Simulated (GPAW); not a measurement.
Runs of GPAW 26.7.0 on HfO2. Symmetry: Fm-3m, No. 225, cubic system. The conventional cell has a = 5.115 Å, b = 5.115 Å, c = 5.115 Å, α = 90.00°, β = 90.00°, γ = 90.00°. Around Hf (site symmetry m-3m) lie 8 O at 2.21 Å. Around O (site symmetry -43m) lie 4 Hf at 2.21 Å. Measurements of this composition are mostly on another form, of space group No. 14.

```tsv
task	level	cell	k mesh	cutoff (eV)	smearing	maxiter	convergence	supercell	supercell k mesh	displacement	gap on the mesh (eV)	pressure (GPa)
single point	PBE	as given	7 × 7 × 7	600	fermi-dirac 0.05 eV	120	default	-	-	-	3.89	-8.3
phonons	SCAN	relaxed	6 × 6 × 6	680	fermi-dirac 0.05 eV	150	density=1e-06 eigenstates=1e-09	2 × 2 × 2	3 × 3 × 3	0.01	(a)	0.0
dielectric tensor	PBE	as given	7 × 7 × 7	600	fermi-dirac 0.001 eV	150	-	-	-	-	3.89	-
single point	PBE	as given	7 × 7 × 7	650	fermi-dirac 0.05 eV	120	default	-	-	-	3.89	-5.3
```

Alike in all rows: potentials or basis GPAW PAW data sets (gpaw-data 1.2.1), pw; no spin polarisation.

Q: Fill in the values left out.

A: (a) 4.24.

Caveats: spin-orbit coupling is left out, which moves the levels of the heavy elements; the cutoff is short for stress and forces, so pressures can be off by a GPa or more (some runs); an odd mesh through Γ misses points on the zone boundary, where band edges often lie (some runs); some modes are imaginary (some runs); the LO-TO splitting is left out (some runs); phonon bands are interpolated from a small supercell (some runs); the PAW data sets were made with another functional, which shifts forces and pressure a little (some runs).

A k mesh can miss the band edges, and the runs leave out spin-orbit coupling on Hf.
